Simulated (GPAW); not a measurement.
# Tm (P-1) in GPAW: single point with PBE

Aim: the single point of Tm with PBE.

Everything below comes from runs of GPAW 26.7.0. Logs are shortened: lines on timing, memory, paths and dates and some standing lists are left out, and cuts for length are marked. The log counts tension as positive stress, the text compression.

### 1 The cell of the first run

The typed cell holds 1 atom: a = 3.453 Å, b = 3.480 Å, c = 3.437 Å, α = 61.30°, β = 60.88°, γ = 61.78°.

This isn't the form of Tm at room conditions, which is hcp.

### 2 Single point, PBE, collinear spin, ferromagnetic start (cell strained at random at fixed volume)

Input file run.py:

```python
from ase.dft.bandgap import bandgap
from ase.io import read, write
from ase.units import GPa
from gpaw import GPAW, PW

atoms = read('Tm.xyz')
atoms.set_initial_magnetic_moments([2.0])

calc = GPAW(mode=PW(800),
            xc='PBE',
            kpts={'size': (9, 9, 9), 'gamma': True},
            occupations={'name': 'fermi-dirac', 'width': 0.05},
            nbands=24,
            convergence={'density': 1e-05, 'energy': 1e-05},
            maxiter=150,
            txt='gpaw.txt')
atoms.calc = calc
energy = atoms.get_potential_energy()
forces = atoms.get_forces()
stress = atoms.get_stress()
calc.write('gs.gpw')
write('result.traj', atoms)
print(f'Energy: {energy:.6f} eV')
print('Forces (eV/A):')
print(forces.round(4))
print('Stress (GPa):', (stress / GPa).round(3))
print('Moments:', calc.get_magnetic_moments().round(3))
print('Fermi level:', round(calc.get_fermi_level(), 4), 'eV')
print(f'Gap: {bandgap(calc)[0]:.4f} eV, direct: {bandgap(calc, direct=True)[0]:.4f} eV')
```

Input file Tm.xyz:

```xyz
1
Lattice="-0.0473560000 2.4508640000 2.4324590000 2.4661990000 -0.0693230000 2.4544260000 2.4266400000 2.4332730000 -0.0297650000" Properties=species:S:1:pos:R:3 pbc="T T T"
Tm     0.0063810431     -0.0106051610     -0.0107180298
```

Potentials or basis: GPAW PAW data sets (gpaw-data 1.2.1), pw.

Started as:

```bash
$ OMP_NUM_THREADS=1 python run.py
```

gpaw.txt:

```text
__  _  _
 | _ |_)|_||  |
 |__||  | ||/\| - 26.7.0

Input parameters:
  mode=PW(ecut=800.0),
  convergence={'density': 1e-05, 'energy': 1e-05},
  kpts=MonkhorstPack(size=(9, 9, 9), gamma=True),
  maxiter=150,
  nbands=24,
  occupations=Occupations(name='fermi-dirac', width=0.05),
  xc=XC(name='PBE')

Diagonalizing LCAO Hamiltonian
Converting LCAO to pw mode

       Tm

Atoms  # Å, Bohr magnetons
|   | symbol |        x |         y |         z |    initial magnetic moments |
|---|--------|----------|-----------|-----------|-----------------------------|
| 0 |     Tm | 0.006381 | -0.010605 | -0.010718 | ( 0.0000,  0.0000,  2.0000) |

Unit cell  # Å
| periodic |         x |         y |         z |  lengths |    angles |
|----------|-----------|-----------|-----------|----------|-----------|
|      yes | -0.047356 |  2.450864 |  2.432459 | 3.453380 | 61.302862 |
|      yes |  2.466199 | -0.069323 |  2.454426 | 3.480108 | 60.875055 |
|      yes |  2.426640 |  2.433273 | -0.029765 | 3.436610 | 61.776080 |

Number of symmetries: 1
Symmetry operations  # r_c * U_cc + t_c -> r_c
|   | kind |            matrix            |
|---|------|------------------------------|
| 0 |  E   |  1, 0, 0,  0, 1, 0,  0, 0, 1 |

BZ-sampling:
  Number of BZ points: 729
  Number of IBZ points: 365

  Monkhorst-Pack size: [9, 9, 9]
  Monkhorst-Pack shift: [0, 0, 0]

K-points  # in reciprocal-cell coordinates
|     |                                coordinates |     weight |
|-----|--------------------------------------------|------------|
|   0 | (  0.00000000,   0.00000000,   0.00000000) | 0.00137174 |
|   1 | (  0.00000000,   0.00000000,   0.11111111) | 0.00274348 |
|   2 | (  0.00000000,   0.00000000,   0.22222222) | 0.00274348 |
|   3 | (  0.00000000,   0.00000000,   0.33333333) | 0.00274348 |
|   4 | (  0.00000000,   0.00000000,   0.44444444) | 0.00274348 |
|   5 | (  0.00000000,   0.11111111,  -0.44444444) | 0.00274348 |
|   6 | (  0.00000000,   0.11111111,  -0.33333333) | 0.00274348 |
|   7 | (  0.00000000,   0.11111111,  -0.22222222) | 0.00274348 |
|   8 | (  0.00000000,   0.11111111,  -0.11111111) | 0.00274348 |
|   9 | (  0.00000000,   0.11111111,   0.00000000) | 0.00274348 |
| ... |                                            |            |
| 364 | (  0.44444444,   0.44444444,   0.44444444) | 0.00274348 |

Plane wave coefficients: 1563
Cutoff: 800.0 eV

Spin-components: 2 (collinear spins)
Bands:           24
Projectors:      8
Spin-degeneracy: 1
Datatype:        complex128

Density:
  Valence electrons: 23.0
  Components: 2
  Grid points: [24 24 24]
  Charge: 0.0  # |e|

Potential:
  Grid points: [24 24 24]

species:
  Tm:
    name:    Thulium
    Z:       69.0
    valence: 23
    core:    46
    charge:  0.0  # [|e|]
    compensation charges:
      type: gauss
      rc: 0.35  # [Å]
      lmax: 2
    cutoffs:
      filter: 1.17  # [Å]
      core: 1.68  # [Å]
    projectors
    | kind |    occ | energy [eV] | rcut [Å] |
    |------|--------|-------------|----------|
    |   5s |  2.000 |     -53.378 |    1.164 |
    |   6s |  2.000 |      -3.876 |    1.164 |
    |   5p |  6.000 |     -26.904 |    1.164 |
    |   6p |  0.000 |      -1.121 |    1.164 |
    |   5d |  0.000 |      -0.790 |    1.164 |
    |   4f | 13.000 |      -3.087 |    1.164 |
    |    d |        |      26.422 |    1.164 |
    |    f |        |      24.124 |    1.164 |

    Using partial waves for Tm as LCAO basis

Reference energy: -369188.194647  # eV

eigensolver:
  PPCG
  Converge bands: occupied
  niter=2

density mixing:
  MSR1-Mixer
  Pratt-step length: 0.05
  Maximum mixing coefficient: 0.75
  Old densities: 10
  SVD Regularization: 0.005
  Good broyden scale: 1.0
  Trust region scale: 1.0
  Backstep threshold: 4.0
  History deletion threshold: 6.0
  Fourier metric: weight=20.0, sigma=0.015

occupation numbers:
  Fermi-Dirac:
    width: 0.0500  # eV

poisson solver:
  ecut: 6400.0  # eV

xc functional:
  name: PBE with 2 nearest neighbor stencil

convergence criteria:
- Maximum integral of absolute [dens]ity change: 1e-05 electrons / valence electron
- Maximum [total energy] change in last 3 cyles: 1e-05 eV / valence electron
- Maximum integral of absolute [eigenst]ate change: 4e-08 eV^2 / valence electron
maximum number of iterations: 150

SCF iterations
|iter     | |      energy | eigst |  dens |  magmom |
|---------|-|-------------|-------|-------|---------|
|iter:   1| |   -9.864539 | -0.16 |       |  +1.8341|
|iter:   2| |   -5.647990 | -1.55 | -0.63 |  +1.7486|
|iter:   3| |  -44.640421 | -0.05 | -0.69 |  +0.8209|
|iter:   4| |   -1.816810 | -0.05 | -0.15 |  +0.8979|
|iter:   5| |   -1.921085 | -1.52 | -0.91 |  +1.2098|
|iter:   6| |   -1.722668 | -1.77 | -1.09 |  +0.9702|
|iter:   7| |   -1.607075 | -2.08 | -1.01 |  +1.1626|
|iter:   8| |   -1.559046 | -3.01 | -1.41 |  +1.0717|
|iter:   9| |   -1.544605 | -3.79 | -1.73 |  +1.0744|
|iter:  10| |   -1.545711 | -3.75 | -1.67 |  +1.1066|
|iter:  11| |   -1.547613 | -5.04 | -2.21 |  +1.0912|
|iter:  12| |   -1.546726 | -5.23 | -2.17 |  +1.0876|
|iter:  13| |   -1.547501 | -5.10 | -2.42 |  +1.0702|
|iter:  14| |   -1.548292 | -5.34 | -2.35 |  +1.0592|
|iter:  15| |   -1.548512 | -6.27 | -2.64 |  +1.0531|
|iter:  16| |   -1.549015 | -5.87 | -2.76 |  +1.0356|
|iter:  17| |   -1.549599 | -5.70 | -3.01 |  +1.0145|
|iter:  18| |   -1.549748 | -6.31 | -2.87 |  +1.0032|
|iter:  19| |   -1.549747c| -6.56 | -2.96 |  +0.9943|
|iter:  20| |   -1.549785c| -6.84 | -3.35 |  +0.9877|
|iter:  21| |   -1.549788c| -7.59c| -3.68 |  +0.9871|
|iter:  22| |   -1.549770c| -7.82c| -3.75 |  +0.9866|
|iter:  23| |   -1.549771c| -8.23c| -4.32 |  +0.9864|
|iter:  24| |   -1.549775c| -7.47c| -4.39 |  +0.9864|
|iter:  25| |   -1.549777c| -7.71c| -4.50 |  +0.9865|
|iter:  26| |   -1.549775c| -7.52c| -4.73 |  +0.9864|
|iter:  27| |   -1.549775c| -8.20c| -4.74 |  +0.9864|
|iter:  28| |   -1.549776c| -7.93c| -4.90 |  +0.9865|
|iter:  29| |   -1.549776c| -9.47c| -5.87c|  +0.9865|

Converged in 29 steps
Energy contributions relative to reference atoms: (reference = -369188.194647)

Energy contributions:
  Kinetic:         -40.443157
  Coulomb:          38.785681
  Zero:              0.514246
  External:          0.000000
  Xc:               -0.348501
  Entropy:          -0.116088
  Spinorbit:         0.000000
  ----------------------------
  Free energy:      -1.607820
  Extrapolated:     -1.549776

dipole moment: (-23.325894, 0.227015, -0.149251)  # |e|*Ang

Total magnetic moment: (0.000000, 0.000000, 0.986510)

Local magnetic moments
|        x |        y |        z |
|----------|----------|----------|
| 0.000000 | 0.000000 | 1.157873 |  # Tm   0

Fermi level: 8.148
Eigenvalues  # (at kpt = [0.000, 0.000, 0.000])
| band index |      eig [eV] | occ [0-1] |      eig [eV] | occ [0-1] |
|------------|---------------|-----------|---------------|-----------|
|          0 |       -42.007 |     1.000 |       -41.524 |     1.000 |
|        ... |               |           |               |           |
|          3 |       -14.916 |     1.000 |       -14.595 |     1.000 |
|          4 |         2.848 |     1.000 |         2.662 |     1.000 |
|          5 |         6.987 |     1.000 |         7.830 |     0.998 |
|          6 |         7.039 |     1.000 |         7.969 |     0.973 |
|          7 |         7.045 |     1.000 |         7.982 |     0.965 |
|          8 |         7.049 |     1.000 |         7.993 |     0.957 |
|          9 |         7.212 |     1.000 |         8.154 |     0.473 |
|         10 |         7.224 |     1.000 |         8.160 |     0.442 |
|         11 |         7.232 |     1.000 |         8.164 |     0.422 |
|         12 |        10.886 |     0.000 |        10.822 |     0.000 |
|         13 |        11.150 |     0.000 |        11.088 |     0.000 |
|         14 |        11.448 |     0.000 |        11.394 |     0.000 |
|         15 |        13.654 |     0.000 |        13.712 |     0.000 |
|         16 |        13.752 |     0.000 |        13.812 |     0.000 |
|         17 |        18.646 |     0.000 |        18.316 |     0.000 |
|        ... |               |           |               |           |
|         23 |        32.802 |     0.000 |        32.757 |     0.000 |

No gap
No difference between direct/indirect transitions

Forces  # eV/Ang
|       x |       y |        z |
|---------|---------|----------|
| 0.00000 | 0.00000 | -0.00000 |  # Tm   0

Stress tensor  # eV/Ang^3
|         x |         y |         z |
|-----------|-----------|-----------|
| -0.026355 | -0.005387 | -0.000294 |
| -0.005387 | -0.026449 | -0.003159 |
| -0.000294 | -0.003159 | -0.026200 |

# Writing to gs.gpw (mode='')
```

Wall time 22 min (1 thread of Intel Xeon Platinum 8259CL at 2.50GHz (Skylake/Cascade Lake), shared host); peak memory 0.75 GiB.

Results:

| Property | Result |
| --- | --- |
| Free energy | -1.6078 eV |
| Pressure | 4.2 GPa |
| Band gap on the k mesh | none (metal or under the smearing width) |
| Net moment | 0.99 μB per cell |
| Site moments | Tm +1.16 μB |

Caveat: one-centre terms of the f shell are cut off; the magnetic or orbital state may not be the lowest; spin-orbit coupling is left out, which moves the levels of the heavy elements. The state reached can hang on the start; a lower one may exist.
